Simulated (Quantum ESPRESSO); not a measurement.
# Sn (Fd-3m) in Quantum ESPRESSO: single point with PBE

Aim: the single point of Sn with PBE.

All numbers are computed with Quantum ESPRESSO 7.5; they aren't measurements. Logs are shortened: lines on timing, memory, paths and dates and some standing lists are left out, and cuts for length are marked.

## 1. The structure

Symmetry: Fd-3m, No. 227, cubic system. Conventional cell: a = 6.467 Å, b = 6.467 Å, c = 6.467 Å, α = 90.00°, β = 90.00°, γ = 90.00°. Sn (site symmetry -43m) is surrounded by 4 Sn at 2.80 Å.

This isn't the form of Sn at room conditions, which is tetragonal (white tin).

## 2. Single point, PBE

File run.py:

```python
import numpy as np
from ase.calculators.espresso import Espresso, EspressoProfile
import spglib
from ase import Atoms
from ase.io import read

atoms = read('Sn.cif')
cell, pos, num = spglib.standardize_cell((atoms.cell[:], atoms.get_scaled_positions(), atoms.numbers), to_primitive=True, symprec=1e-4)
atoms = Atoms(numbers=num, cell=cell, scaled_positions=pos, pbc=True)

input_data = {
    'control': {'calculation': 'scf', 'prefix': 'pwscf', 'outdir': './tmp', 'tprnfor': True, 'tstress': True, 'disk_io': 'nowf'},
    'system': {'ecutwfc': 60.0, 'ecutrho': 480.0, 'nbnd': 21, 'occupations': 'smearing', 'smearing': 'fd', 'degauss': 0.00367493},
    'electrons': {'conv_thr': 4e-10, 'electron_maxstep': 120, 'mixing_beta': 0.5},
}
pseudopotentials = {'Sn': 'Sn_pbe_v1.uspp.F.UPF'}
profile = EspressoProfile(command='pw.x', pseudo_dir='pseudo')
atoms.calc = Espresso(profile=profile, input_data=input_data, pseudopotentials=pseudopotentials, kpts=(7, 7, 7), koffset=(0, 0, 0))

print(f'energy {atoms.get_potential_energy():.8f} eV')
print('forces (eV/A)')
print(np.round(atoms.get_forces(), 6))
print('stress (eV/A^3, Voigt)')
print(np.round(atoms.get_stress(), 8))
print(f'Fermi level {atoms.calc.get_fermi_level():.4f} eV')
```

File Sn.cif:

```cif
data_Sn
_cell_length_a 6.46668560
_cell_length_b 6.46668560
_cell_length_c 6.46668560
_cell_angle_alpha 90.00000000
_cell_angle_beta 90.00000000
_cell_angle_gamma 90.00000000
_space_group_name_H-M_alt 'Fd-3m'
_space_group_name_Hall 'F 4d 2 3 -1d'
_space_group_IT_number 227
loop_
_space_group_symop_operation_xyz
'x,y,z'
'-y+1/4,x+1/4,z+1/4'
'-x,-y+1/2,z+1/2'
'y+3/4,-x+1/4,z+3/4'
'x,-y,-z'
'-y+1/4,-x+3/4,-z+3/4'
'-x,y+1/2,-z+1/2'
'y+3/4,x+3/4,-z+1/4'
'z,x,y'
'z+1/4,-y+1/4,x+1/4'
'z+1/2,-x,-y+1/2'
'z+3/4,y+3/4,-x+1/4'
'-z,x,-y'
'-z+3/4,-y+1/4,-x+3/4'
'-z+1/2,-x,y+1/2'
'-z+1/4,y+3/4,x+3/4'
'y,z,x'
'x+1/4,z+1/4,-y+1/4'
'-y+1/2,z+1/2,-x'
'-x+1/4,z+3/4,y+3/4'
'-y,-z,x'
'-x+3/4,-z+3/4,-y+1/4'
'y+1/2,-z+1/2,-x'
'x+3/4,-z+1/4,y+3/4'
'-x+1/4,-y+1/4,-z+1/4'
'y,-x,-z'
'x+1/4,y+3/4,-z+3/4'
'-y+1/2,x,-z+1/2'
'-x+1/4,y+1/4,z+1/4'
'y,x+1/2,z+1/2'
'x+1/4,-y+3/4,z+3/4'
'-y+1/2,-x+1/2,z'
'-z+1/4,-x+1/4,-y+1/4'
'-z,y,-x'
'-z+3/4,x+1/4,y+3/4'
'-z+1/2,-y+1/2,x'
'z+1/4,-x+1/4,y+1/4'
'z+1/2,y,x+1/2'
'z+3/4,x+1/4,-y+3/4'
'z,-y+1/2,-x+1/2'
'-y+1/4,-z+1/4,-x+1/4'
[... 89 lines left out ...]
'-z+1/4,x+1/4,y+1/4'
'-z,-y+1/2,x+1/2'
'z+3/4,-x+1/4,y+3/4'
'z,y,x'
'z+1/4,x+1/4,-y+1/4'
'z+1/2,-y+1/2,-x'
'-y+3/4,-z+1/4,-x+3/4'
'-x+1/2,-z,y+1/2'
'y+1/4,-z+3/4,x+3/4'
'x+1/2,-z+1/2,-y'
'y+3/4,z+1/4,-x+3/4'
'x,z+1/2,y+1/2'
'-y+1/4,z+3/4,x+3/4'
'-x,z,-y'
'x+1/2,y+1/2,z'
'-y+3/4,x+3/4,z+1/4'
'-x+1/2,-y,z+1/2'
'y+1/4,-x+3/4,z+3/4'
'x+1/2,-y+1/2,-z'
'-y+3/4,-x+1/4,-z+3/4'
'-x+1/2,y,-z+1/2'
'y+1/4,x+1/4,-z+1/4'
'z+1/2,x+1/2,y'
'z+3/4,-y+3/4,x+1/4'
'z,-x+1/2,-y+1/2'
'z+1/4,y+1/4,-x+1/4'
'-z+1/2,x+1/2,-y'
'-z+1/4,-y+3/4,-x+3/4'
'-z,-x+1/2,y+1/2'
'-z+3/4,y+1/4,x+3/4'
'y+1/2,z+1/2,x'
'x+3/4,z+3/4,-y+1/4'
'-y,z,-x'
'-x+3/4,z+1/4,y+3/4'
'-y+1/2,-z+1/2,x'
'-x+1/4,-z+1/4,-y+1/4'
'y,-z,-x'
'x+1/4,-z+3/4,y+3/4'
'-x+3/4,-y+3/4,-z+1/4'
'y+1/2,-x+1/2,-z'
'x+3/4,y+1/4,-z+3/4'
'-y,x+1/2,-z+1/2'
'-x+3/4,y+3/4,z+1/4'
'y+1/2,x,z+1/2'
'x+3/4,-y+1/4,z+3/4'
'-y,-x,z'
'-z+3/4,-x+3/4,-y+1/4'
'-z+1/2,y+1/2,-x'
'-z+1/4,x+3/4,y+3/4'
'-z,-y,x'
'z+3/4,-x+3/4,y+1/4'
'z,y+1/2,x+1/2'
'z+1/4,x+3/4,-y+3/4'
'z+1/2,-y,-x+1/2'
'-y+3/4,-z+3/4,-x+1/4'
'-x+1/2,-z+1/2,y'
'y+1/4,-z+1/4,x+1/4'
'x+1/2,-z,-y+1/2'
'y+3/4,z+3/4,-x+1/4'
'x,z,y'
'-y+1/4,z+1/4,x+1/4'
'-x,z+1/2,-y+1/2'
loop_
_atom_site_label
_atom_site_type_symbol
_atom_site_symmetry_multiplicity
_atom_site_Wyckoff_symbol
_atom_site_fract_x
_atom_site_fract_y
_atom_site_fract_z
_atom_site_occupancy
Sn1 Sn 8 a 0.2500000000 0.2500000000 0.2500000000 1
```

Potentials or basis: SSSP 1.3 efficiency PBE.

Run with:

```bash
OMP_NUM_THREADS=1 python run.py
```

Log:

```text
energy -4441.94605658 eV
forces (eV/A)
[[0. 0. 0.]
 [0. 0. 0.]]
stress (eV/A^3, Voigt)
[-0.02388862 -0.02388862 -0.02388862  0.          0.          0.        ]
Fermi level 7.9878 eV
```

espresso.pwi:

```text
&CONTROL
   calculation      = 'scf'
   tstress          = .true.
   tprnfor          = .true.
   outdir           = './tmp'
   prefix           = 'pwscf'
   disk_io          = 'nowf'
   pseudo_dir       = 'pseudo'
/
&SYSTEM
   nbnd             = 21
   ecutwfc          = 60.0
   ecutrho          = 480.0
   occupations      = 'smearing'
   degauss          = 0.00367493
   smearing         = 'fd'
   ntyp             = 1
   nat              = 2
   ibrav            = 0
/
&ELECTRONS
   electron_maxstep = 120
   conv_thr         = 4e-10
   mixing_beta      = 0.5
/
&IONS
/
&CELL
/
&FCP
/
&RISM
/
ATOMIC_SPECIES
Sn 118.71 Sn_pbe_v1.uspp.F.UPF

K_POINTS automatic
7 7 7  0 0 0

CELL_PARAMETERS angstrom
0.00000000000000 3.23334280000000 3.23334280000000
3.23334280000000 0.00000000000000 3.23334280000000
3.23334280000000 3.23334280000000 0.00000000000000

ATOMIC_POSITIONS angstrom
Sn 1.6166714000 1.6166714000 1.6166714000  
Sn 0.0000000000 0.0000000000 0.0000000000
```

espresso.pwo:

```text
This program is part of the open-source Quantum ESPRESSO suite
     for quantum simulation of materials; please cite
         "P. Giannozzi et al., J. Phys.:Condens. Matter 21 395502 (2009);
         "P. Giannozzi et al., J. Phys.:Condens. Matter 29 465901 (2017);
         "P. Giannozzi et al., J. Chem. Phys. 152 154105 (2020);
     in publications or presentations arising from this work. More details at

Warning: card &CELL ignored
Warning: card &FCP ignored
Warning: card &RISM ignored

     Message from routine setup:
     using ibrav=0 with symmetry is DISCOURAGED, use correct ibrav instead

     Subspace diagonalization in iterative solution of the eigenvalue problem:
     a serial algorithm will be used

     G-vector sticks info
     --------------------
     sticks:   dense  smooth     PW     G-vecs:    dense   smooth      PW
     Sum        2479    1237    361                81043    28643    4573

     Using Slab Decomposition

     bravais-lattice index     =            0
     lattice parameter (alat)  =       8.6410  a.u.
     unit-cell volume          =     456.2279 (a.u.)^3
     number of atoms/cell      =            2
     number of atomic types    =            1
     number of electrons       =        28.00
     number of Kohn-Sham states=           21
     kinetic-energy cutoff     =      60.0000  Ry
     charge density cutoff     =     480.0000  Ry
     scf convergence threshold =      4.0E-10
     mixing beta               =       0.5000
     number of iterations used =            8  plain     mixing
     Exchange-correlation= SLA  PW   PBE  PBE
                           (   1   4   3   4   0   0   0)

     celldm(1)=   8.641032  celldm(2)=   0.000000  celldm(3)=   0.000000
     celldm(4)=   0.000000  celldm(5)=   0.000000  celldm(6)=   0.000000

     crystal axes: (cart. coord. in units of alat)
               a(1) = (   0.000000   0.707107   0.707107 )
               a(2) = (   0.707107   0.000000   0.707107 )
               a(3) = (   0.707107   0.707107   0.000000 )

     reciprocal axes: (cart. coord. in units 2 pi/alat)
               b(1) = ( -0.707107  0.707107  0.707107 )
               b(2) = (  0.707107 -0.707107  0.707107 )
               b(3) = (  0.707107  0.707107 -0.707107 )

     PseudoPot. # 1 for Sn read from file:
     Sn_pbe_v1.uspp.F.UPF
     Pseudo is Ultrasoft + core correction, Zval = 14.0
     Generated by new atomic code, or converted to UPF format
     Using radial grid of  891 points,  6 beta functions with:
                l(1) =   0
                l(2) =   0
                l(3) =   1
                l(4) =   1
                l(5) =   2
                l(6) =   2
     Q(r) pseudized with  6 coefficients,  rinner =    1.200   1.200   1.200
                                                       1.200   1.200

     atomic species   valence    mass     pseudopotential
     Sn               14.00   118.71000     Sn( 1.00)

     48 Sym. Ops., with inversion, found (24 have fractional translation)

   Cartesian axes

     site n.     atom                  positions (alat units)
         1        Sn     tau(   1) = (   0.3535534   0.3535534   0.3535534  )
         2        Sn     tau(   2) = (   0.0000000   0.0000000   0.0000000  )

     number of k points=    20  Fermi-Dirac smearing, width (Ry)=  0.0037
                       cart. coord. in units 2pi/alat
        k(    1) = (   0.0000000   0.0000000   0.0000000), wk =   0.0058309
        k(    2) = (   0.1010153   0.1010153  -0.1010153), wk =   0.0466472
        k(    3) = (   0.2020305   0.2020305  -0.2020305), wk =   0.0466472
        k(    4) = (   0.3030458   0.3030458  -0.3030458), wk =   0.0466472
        k(    5) = (   0.2020305   0.0000000   0.0000000), wk =   0.0349854
        k(    6) = (   0.3030458   0.1010153  -0.1010153), wk =   0.1399417
[... 12 lines left out ...]
        k(   19) = (  -0.1010153  -0.5050763   0.7071068), wk =   0.1399417
        k(   20) = (   0.0000000  -0.4040610   0.6060915), wk =   0.1399417

     Dense  grid:    81043 G-vectors     FFT dimensions: (  64,  64,  64)

     Smooth grid:    28643 G-vectors     FFT dimensions: (  48,  48,  48)

     Initial potential from superposition of free atoms

     starting charge      25.9999, renormalised to      28.0000
     Starting wfcs are   18 randomized atomic wfcs +    3 random wfcs

     Self-consistent Calculation

     iteration #  1     ecut=    60.00 Ry     beta= 0.50
     Davidson diagonalization with overlap
     ethr =  1.00E-02,  avg # of iterations =  6.4

     total energy              =    -325.92863072 Ry
     estimated scf accuracy    <       2.31917733 Ry

     iteration #  2     ecut=    60.00 Ry     beta= 0.50
     Davidson diagonalization with overlap
     ethr =  8.28E-03,  avg # of iterations =  2.0

     total energy              =    -326.47562426 Ry
     estimated scf accuracy    <       0.01542231 Ry

     iteration #  3     ecut=    60.00 Ry     beta= 0.50
     Davidson diagonalization with overlap
     ethr =  5.51E-05,  avg # of iterations =  5.1
[... 36 lines left out ...]
     total energy              =    -326.47704200 Ry
     estimated scf accuracy    <          5.6E-10 Ry

     iteration #  9     ecut=    60.00 Ry     beta= 0.50
     Davidson diagonalization with overlap
     ethr =  1.99E-12,  avg # of iterations =  4.0

     total energy              =    -326.47704200 Ry
     estimated scf accuracy    <          1.3E-09 Ry

     iteration # 10     ecut=    60.00 Ry     beta= 0.50
     Davidson diagonalization with overlap
     ethr =  1.99E-12,  avg # of iterations =  2.0

     End of self-consistent calculation

          k = 0.0000 0.0000 0.0000 (  3527 PWs)   bands (ev):

   -13.7170 -13.7170 -13.7170 -13.6569 -13.6569 -13.3386 -13.3386 -13.3386
   -13.3294 -13.3294  -2.6750   7.4401   8.0906   8.0906   8.0906  10.1676
    10.1676  10.1676  13.0532  15.9793  15.9794

          k = 0.1010 0.1010-0.1010 (  3605 PWs)   bands (ev):

   -13.7306 -13.7306 -13.7121 -13.6375 -13.6375 -13.3650 -13.3650 -13.3449
   -13.3065 -13.3065  -2.4761   5.5760   7.7330   7.7330   8.6241  10.6250
    10.6250  11.0929  13.9796  15.0193  15.0193

          k = 0.2020 0.2020-0.2020 (  3596 PWs)   bands (ev):

   -13.7465 -13.7465 -13.7007 -13.6101 -13.6101 -13.3889 -13.3889 -13.3593
   -13.2890 -13.2890  -1.9103   3.4687   7.2102   7.2102   8.2971  11.1644
    11.1644  13.0919  14.2324  15.0418  15.0418
[... 91 lines left out ...]
          k =-0.1010-0.5051 0.7071 (  3569 PWs)   bands (ev):

   -13.7805 -13.7781 -13.6324 -13.5605 -13.5302 -13.4717 -13.4580 -13.4038
   -13.2521 -13.2500  -0.2182   1.2522   5.0450   5.3788   9.8954  10.1458
    12.9550  14.6385  16.2920  17.0610  18.3651

          k = 0.0000-0.4041 0.6061 (  3585 PWs)   bands (ev):

   -13.7920 -13.7790 -13.6077 -13.5380 -13.5194 -13.4860 -13.4803 -13.4257
   -13.2506 -13.2379   0.0623   0.9649   4.6279   5.4485  10.2304  11.9643
    12.5776  12.5812  15.7919  16.7823  18.5942

     the Fermi energy is     7.9878 ev

!    total energy              =    -326.47704200 Ry
     estimated scf accuracy    <          5.2E-11 Ry
     smearing contrib. (-TS)   =      -0.00013003 Ry
     internal energy E=F+TS    =    -326.47691197 Ry

     The total energy is F=E-TS. E is the sum of the following terms:
     one-electron contribution =    -152.61464334 Ry
     hartree contribution      =      94.13214115 Ry
     xc contribution           =     -95.19743017 Ry
     ewald contribution        =    -172.79697961 Ry

     convergence has been achieved in  10 iterations

     Forces acting on atoms (cartesian axes, Ry/au):

     atom    1 type  1   force =     0.00000000    0.00000000    0.00000000
     atom    2 type  1   force =     0.00000000    0.00000000    0.00000000

     Total force =     0.000000     Total SCF correction =     0.000000

     Computing stress (Cartesian axis) and pressure

          total   stress  (Ry/bohr**3)                   (kbar)     P=       38.27
   0.00026018  -0.00000000  -0.00000000           38.27       -0.00       -0.00
  -0.00000000   0.00026018  -0.00000000           -0.00       38.27       -0.00
  -0.00000000  -0.00000000   0.00026018           -0.00       -0.00       38.27

=------------------------------------------------------------------------------=
   JOB DONE.
=------------------------------------------------------------------------------=
```

Run time: 47 s. Hardware: 1 thread of Intel Xeon Platinum 8259CL at 2.50GHz (Skylake/Cascade Lake), shared host; peak memory 0.36 GiB.

What came out:

```yaml
Free_energy: -4441.9464 eV
Pressure: 3.8 GPa
Band_gap_on_the_k_mesh: none (metal or under the smearing width)
```
